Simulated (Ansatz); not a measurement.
Wanted: the native input for an Ansatz 0.2.0 run.

* Task: band structure
* Functional: LDA
* Potentials or basis: Ansatz PAW
* Cutoff: 420 eV (not typed: the program's choice for these potentials)
* k mesh: 7 × 7 × 7
* Occupations: fermi-dirac, width 0.05 eV
* Spin: no spin polarisation
* Path: [["G", "L", "B1"], ["B", "Z", "G", "X"], ["Q", "F", "P1", "Z"], ["L", "P"]]
* Points for each segment of the path: 14

Bi2Te2Se:

```
Bi Te Se
1.0
     2.16097    1.24764   10.58557
    -2.16097    1.24764   10.58557
     0.00000   -2.49527   10.58557
Bi Te Se
2 2 1
Direct
  0.39172 0.39172 0.39172
  0.60828 0.60828 0.60828
  0.78040 0.78040 0.78040
  0.21960 0.21960 0.21960
  0.00000 0.00000 0.00000
```

The cell is a database's computed one.

The input as run:

input.yaml

```yaml
crystal:
  lattice:
    - [2.1609687617, 1.2476358963, 10.5855712543]
    - [-2.1609687617, 1.2476358963, 10.5855712543]
    - [0.0, -2.4952717926, 10.5855712543]
  atoms:
    - { symbol: Bi, position: [0.39172124, 0.39172124, 0.39172124] }
    - { symbol: Bi, position: [0.60827876, 0.60827876, 0.60827876] }
    - { symbol: Te, position: [0.78040487, 0.78040487, 0.78040487] }
    - { symbol: Te, position: [0.21959513, 0.21959513, 0.21959513] }
    - { symbol: Se, position: [0.0, 0.0, 0.0] }
hamiltonian:
  xc: lda
  pseudopotentials: { kind: paw }
kpoints:
  mp_grid: { grid: [7, 7, 7] }
  band_path:
    path:
      - [[0.0, 0.0, 0.0], [0.5, 0.0, 0.0], [0.5, 0.1759276236, -0.1759276236]]
      - [[0.8240723764, 0.5, 0.1759276236], [0.5, 0.5, 0.5], [0.0, 0.0, 0.0], [0.3379638118, 0.0, -0.3379638118]]
      - [[0.6620361882, 0.3379638118, 0.0], [0.5, 0.5, 0.0], [0.6620361882, 0.6620361882, 0.1759276236], [0.5, 0.5, 0.5]]
      - [[0.5, 0.0, 0.0], [0.8240723764, 0.3379638118, 0.3379638118]]
    npoints: 14
scf:
  occupations: { method: fermi_dirac, width: 0.05 }
  n_extra_bands: 12
output:
  forces: true
  stress: true
  eigenvalues: true
  fatbands: true
  write_density: true
  write_potential: true
  elf: true
  volumetric_format: npy
```

Potentials or basis: Ansatz PAW.

The run is started by

```bash
$ ansatz run input.yaml --threads 2 --pin off --max-ram 5632MiB --backend cpu --events-out ev --progress --plain --runs-dir out
```

Results of the run:

The pressure is -2.6 GPa and the largest force is 0.138 eV/Å. The band gap on the k mesh is 0.37 eV, direct. The band gap along the path is 0.37 eV, direct.

Caveat: spin-orbit coupling is left out, which as a rule narrows the gap of such compounds by several tenths of an eV; the PAW data sets come from PBE, with cores solved anew for the run's functional, which leaves a small shift of forces and pressure.

Run time: 30 s on 2 threads of Intel(R) Xeon(R) Platinum 8259CL CPU @ 2.50GHz (Skylake/Cascade Lake), with other jobs on the host, peak memory 0.97 GiB.
